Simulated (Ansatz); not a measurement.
# GdN (CsCl-type structure)

Computed with Ansatz (plane waves, PAW, 500 eV cutoff): r²SCAN, scalar-relativistic, collinear spin, Γ-centred 12×12×12 mesh, 0.05 eV Gaussian smearing; PAW files: Ansatz's generated set soft_2.

```
Gd N
1.0
     3.01889    0.00000    0.00000
     0.00000    3.01889    0.00000
     0.00000    0.00000    3.01889
Gd N
1 1
Direct
  0.00000 0.00000 0.00000
  0.50000 0.50000 0.50000
```

This is a trial structure; measured cells of the compound in the Crystallography Open Database are in space group Fm-3m (rock salt).

Magnetic state: ferromagnetic, site spin moments Gd 6.95; N -0.11 μB.

The cell is relaxed to zero pressure at this level.

Path: Γ–X–M–Γ–R–X | R–M, with Γ = (0.000, 0.000, 0.000), X = (0.000, 0.500, 0.000), M = (0.500, 0.500, 0.000), R = (0.500, 0.500, 0.500) in reciprocal vectors of the calculation's cell.

Levels between -3 and 5 eV from the Fermi level at the path's named points:
```tsv
point	spin	below E_F (eV)	above E_F (eV)
Γ	up	-1.01 -1.01	0.30 0.30 0.30
Γ	down	-0.33 -0.33 -0.33	0.11 0.11 2.39 2.39 2.39 2.67 3.05 3.05 3.05
X	up	-1.44 -1.44	0.08
X	down	-1.36 -1.36	1.37 1.98 2.19 2.43 2.43 2.56 2.78 2.78
M	up	-1.81 -1.81	0.59 0.64 3.10 4.23 4.23
M	down	-2.01 -2.01 -0.44	1.90 2.33 2.33 2.69 2.69 2.79 2.79 3.29 3.99
R	up		
R	down		2.38 2.38 2.38 2.69 2.74 2.74 2.74
```

By these bands, is it a metal or an insulator, and if it has a gap, where are the band edges on this path?

A metal: bands cross the Fermi level.

Formal charges Gd³⁺, N³⁻ leave Gd³⁺ with an open 4f⁷ shell. Exchange should fill one spin channel of a half-filled shell and leave an insulator, so a metal points to the functional or the structure. The run still finds no gap: within 0.1 eV of the Fermi level the projected states are 49 % N 2p, 47 % Gd 5d.

Without a U the 4f levels of Gd lie too near the Fermi level, so their share of the states there, and what hangs on it, is overstated. For elements this heavy, spin–orbit coupling would shift levels and gaps; it isn't included here. The run wasn't fully tested for a lower electronic state. Site moments are of spin, integrated over atomic spheres. The moments were started parallel, and the real magnetic order may be another.
